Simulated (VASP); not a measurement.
VASP 6.6.1 run: SiC

INCAR

```
EDIFF = 1E-7
EDIFFG = -5E-3
ENCUT = 600
LWAVE = .FALSE.
NELM = 75
SIGMA = 0.02
IBRION = 2
LREAL = .FALSE.
LCHARG = .FALSE.
PREC = Accurate
ISMEAR = -1
GGA = RE
AMIX = 0.05
NBANDS = 11
NSW = 40
ISIF = 3
IVDW = 12
LASPH = .TRUE.
```

KPOINTS

```
KPOINTS created by Atomic Simulation Environment
0
Gamma
10 10 10
0 0 0
```

POSCAR

```
Si C
 1.0000000000000000
     0.0000000000000000    2.1897788108572280    2.1897788108572280
     2.1897788108572280   -0.0000000000000000    2.1897788108572280
     2.1897788108572280    2.1897788108572280   -0.0000000000000000
 Si  C
   1   1
Cartesian
 -0.0000000000000000  0.0000000000000000 -0.0000000000000000
  1.0948894054286140  1.0948894054286140  1.0948894054286140
```

The recommended PBE PAW datasets give the neutral cell 8 valence electrons.

Command

```
mpirun -np 1 vasp_std
```

OSZICAR

```
N       E                     dE             d eps       ncg     rms          rms(c)
DAV:   1     0.640558001498E+01    0.64056E+01   -0.42156E+03  1050   0.690E+02
DAV:   2    -0.155138195111E+02   -0.21919E+02   -0.20801E+02  1342   0.116E+02
DAV:   3    -0.162028240895E+02   -0.68900E+00   -0.68769E+00  1289   0.172E+01
DAV:   4    -0.162054354156E+02   -0.26113E-02   -0.26112E-02  1186   0.132E+00
DAV:   5    -0.162054466663E+02   -0.11251E-04   -0.11251E-04  1259   0.824E-02    0.903E+00
DAV:   6    -0.158085936634E+02    0.39685E+00   -0.12460E-01  1166   0.157E+00    0.826E+00
DAV:   7    -0.144511404228E+02    0.13575E+01   -0.69538E+00  1151   0.118E+01    0.374E+00
DAV:   8    -0.144649464495E+02   -0.13806E-01   -0.17697E-01  1220   0.287E+00    0.204E+00
DAV:   9    -0.144511796495E+02    0.13767E-01   -0.43031E-02  1151   0.104E+00    0.632E-01
DAV:  10    -0.144515030225E+02   -0.32337E-03   -0.31273E-03  1214   0.403E-01    0.416E-01
...
DAV:   1    -0.144333287420E+02   -0.69035E-01   -0.30377E-01  1184   0.365E+00    0.663E-01
DAV:   2    -0.144324097197E+02    0.91902E-03   -0.24947E-03  1194   0.387E-01    0.662E-01
DAV:   3    -0.144271624919E+02    0.52472E-02   -0.16667E-02  1163   0.608E-01    0.250E-01
DAV:   4    -0.144270412820E+02    0.12121E-03   -0.46136E-04  1217   0.152E-01    0.194E-01
DAV:   5    -0.144265272846E+02    0.51400E-03   -0.73093E-04  1064   0.120E-01    0.363E-02
DAV:   6    -0.144265030515E+02    0.24233E-04   -0.36569E-05  1253   0.368E-02    0.582E-02
DAV:   7    -0.144265061355E+02   -0.30840E-05   -0.56386E-06  1160   0.110E-02    0.700E-02
DAV:   8    -0.144264914382E+02    0.14697E-04   -0.63000E-06  1127   0.147E-02    0.332E-03
DAV:   9    -0.144264914473E+02   -0.90566E-08   -0.22389E-07  1097   0.333E-03
   3 F= -.15650204E+02 E0= -.15650204E+02  d E =-.165838E-01
```

Standard output (part)

```
POSCAR found type information on POSCAR SiC
 POSCAR found :  2 types and       2 ions
 LDA part: xc-table for (Slater+PW92), standard interpolation
 POSCAR, INCAR and KPOINTS ok, starting setup
 WAVECAR not read
 entering main loop
 curvature:   0.00 expect dE= 0.000E+00 dE for cont linesearch  0.000E+00
 search vector abs. value=  0.652E-01
 bond charge predicted
 trial-energy change:    0.001256  1 .order    0.002872   -0.065153    0.070898
 bond charge predicted
 curvature:  -0.24 expect dE=-0.245E-06 dE for cont linesearch -0.245E-06
 trial: gam=-0.00395 g(F)=  0.142E-47 g(S)=  0.102E-05 ort = 0.258E-03 (trialstep = 0.899E+00)
 search vector abs. value=  0.116E-09
 reached required accuracy - stopping structural energy minimisation
```

From OUTCAR

```
k-points           NKPTS =     47   k-points in BZ     NKDIM =     47   number of bands    NBANDS=     11

   NELECT =       8.0000    total number of electrons

   dimension x,y,z NGX =    28 NGY =   28 NGZ =   28
   dimension x,y,z NGXF=    56 NGYF=   56 NGZF=   56

  energy-cutoff  :      600.00
  volume of cell :       20.29
      direct lattice vectors                 reciprocal lattice vectors
    -0.000000000  2.164884134  2.164884134    -0.230959243  0.230959243  0.230959243
     2.164884134 -0.000000000  2.164884134     0.230959243 -0.230959243  0.230959243
     2.164884134  2.164884134 -0.000000000     0.230959243  0.230959243 -0.230959243

 k-points in reciprocal lattice and weights: KPOINTS created by Atomic Simulation Env
   0.00000000  0.00000000  0.00000000       0.001
   0.10000000  0.00000000  0.00000000       0.008
   0.20000000  0.00000000  0.00000000       0.008
   0.30000000  0.00000000  0.00000000       0.008
   0.40000000  0.00000000  0.00000000       0.008
   0.50000000  0.00000000  0.00000000       0.004
   0.10000000  0.10000000  0.00000000       0.006
   0.20000000  0.10000000  0.00000000       0.024
   ...

 E-fermi :   8.8825

 k-point     1 :       0.0000    0.0000    0.0000
  band No.  band energies     occupation
      1      -7.1787      2.00000
      2       8.3922      2.00000
      3       8.3922      2.00000
      4       8.3922      2.00000
      5      14.8624      0.00000
      6      15.8749      0.00000
      7      15.8749      0.00000
      8      15.8749      0.00000
      9      22.9683      0.00000
     10      22.9683      0.00000
     11      25.3192      0.00000

 k-point     2 :       0.1000    0.0000    0.0000
  band No.  band energies     occupation
      1      -6.9804      2.00000
      2       7.3803      2.00000
      3       8.2590      2.00000
      4       8.2590      2.00000
      5      15.1034      0.00000
      6      16.1206      0.00000
      7      16.1206      0.00000
      8      16.1758      0.00000
      9      22.0195      0.00000
     10      22.0195      0.00000
     11      24.9070      0.00000

 k-point     3 :       0.2000    0.0000    0.0000
  band No.  band energies     occupation
      1      -6.3945      2.00000
      2       5.2428      2.00000
      3       7.9529      2.00000
      4       7.9529      2.00000
      5      14.8000      0.00000
      6      16.4712      0.00000
      7      16.4712      0.00000
      8      17.3991      0.00000
      9      21.3608      0.00000
     10      21.3608      0.00000
     11      24.0011      0.00000

 k-point     4 :       0.3000    0.0000    0.0000
  band No.  band energies     occupation
      1      -5.4570      2.00000
      2       2.9040      2.00000
      3       7.6373      2.00000
      4       7.6373      2.00000
      5      14.3923      0.00000
      6      16.2962      0.00000
      7      16.2962      0.00000
      8      18.3488      0.00000
      9      22.2278      0.00000
     10      22.2278      0.00000
     11      23.7833      0.00000

 k-point     5 :       0.4000    0.0000    0.0000
  band No.  band energies     occupation
      1      -4.2961      2.00000
      2       0.8228      2.00000
      3       7.4185      2.00000
      4       7.4185      2.00000
      5      14.1240      0.00000
      6      15.8905      0.00000
      7      15.8905      0.00000
      8      18.6020      0.00000
      9      24.2093      0.00000
     10      24.2093      0.00000
     11      24.4372      0.00000

 ...

  Total      -0.00376    -0.00376    -0.00376     0.00000     0.00000     0.00000
  in kB      -0.29693    -0.29693    -0.29693     0.00000     0.00000     0.00000
  external pressure =       -0.30 kB  Pullay stress =        0.00 kB

 POSITION                                       TOTAL-FORCE (eV/Angst)
 -----------------------------------------------------------------------------------
      0.00000      0.00000      0.00000        -0.000000     -0.000000     -0.000000
      1.08244      1.08244      1.08244         0.000000      0.000000      0.000000
 -----------------------------------------------------------------------------------
    total drift:                               -0.000000     -0.000000     -0.000000

  FREE ENERGIE OF THE ION-ELECTRON SYSTEM (eV)
  ---------------------------------------------------
  free  energy   TOTEN  =       -15.6502039108 eV

  energy  without entropy=      -15.6502039108  energy(sigma->0) =      -15.65020391
```

```json
{"ionic step": "1", "ΔE (meV/atom)": "0.0", "volume (Å³)": "21.00", "largest force (eV/Å)": "0.000", "pressure (GPa)": "-7.24", "electronic steps": "16"}
{"ionic step": "2", "ΔE (meV/atom)": "0.6", "volume (Å³)": "19.59", "largest force (eV/Å)": "0.000", "pressure (GPa)": "8.44", "electronic steps": "10"}
{"ionic step": "3", "ΔE (meV/atom)": "-8.3", "volume (Å³)": "20.29", "largest force (eV/Å)": "0.000", "pressure (GPa)": "-0.03", "electronic steps": "9"}
```

It converged. Results: relaxed cell vector lengths 3.062, 3.062, 3.062 Å; relaxed cell volume 20.29 Å³.

For comparison, a separate PBEsol relaxation on usual settings, not on those above, ends at 20.69 Å³.

The run above took about 46 s on one core of a shared host (Intel Xeon Platinum 8488C) and held 0.17 GiB at most.
